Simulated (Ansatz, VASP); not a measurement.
**B in VASP and in Ansatz**

```
B
1.0
     1.87731    0.00000    0.00000
     0.00000    1.87731    0.00000
     0.00000    0.00000    1.87731
B
1
Direct
  0.00000 0.00000 0.00000
```

Alike in both runs: functional PBEsol; k mesh 28 × 28 × 28; occupations gaussian, width 0.1 eV; no spin polarisation.

Ansatz relaxed the structure, and its values are those at the end. VASP's run is a single point on that final structure, the one shown.

|  | VASP | Ansatz |
| --- | --- | --- |
| version | VASP 6.6.1 | Ansatz 0.2.0 |
| potentials or method | VASP PAW PBE potentials, release 64 (B) | scalar-relativistic, plane waves, PAW |
| plane-wave cutoff (eV) | 520 | 420 |
| valence electrons in the cell | 3 | 3 |

VASP gave:

* gap on the k mesh at the Fermi level (eV): none
* pressure (GPa): 0.3

**Question.** What did Ansatz give for the same quantities?

**Answer.** gap on the k mesh at the Fermi level (eV): none; pressure (GPa): 0.0.

A gap of «none» marks a metal or a gap that the smearing closes.

Caveats: the PAW data sets were made with another functional, which shifts forces and pressure a little (VASP).
